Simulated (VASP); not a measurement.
CdO (Monteponite):

```xyz
2
Lattice="0.0000 2.3495 2.3495 2.3495 0.0000 2.3495 2.3495 2.3495 0.0000" Properties=species:S:1:pos:R:3 pbc="T T T"
Cd    0.0000    0.0000    0.0000
O     2.3495    2.3495    2.3495
```

Program: VASP 6.6.1. Alike in all runs: task single point; potentials or basis VASP PAW PBE potentials, release 64 (Cd, O); cell as given; cutoff (eV) 520; smearing fermi-dirac 0.05 eV. Hardware: 4 MPI ranks on Intel(R) Xeon(R) Platinum 8488C (Sapphire Rapids), on a shared host.

Question: Order these runs on this cell by their wall time, lowest first.
A. level PBEsol; spin off; k mesh 11 × 11 × 11
B. level HSE06; spin off; k mesh 6 × 6 × 6; grid for exact exchange (PRECFOCK) Fast; screening parameter 0.2 1/A
C. level PBEsol; spin SOC, no magnetisation; k mesh 11 × 11 × 11

Answer: A (8.3 s), C (39 s), B (120 s).
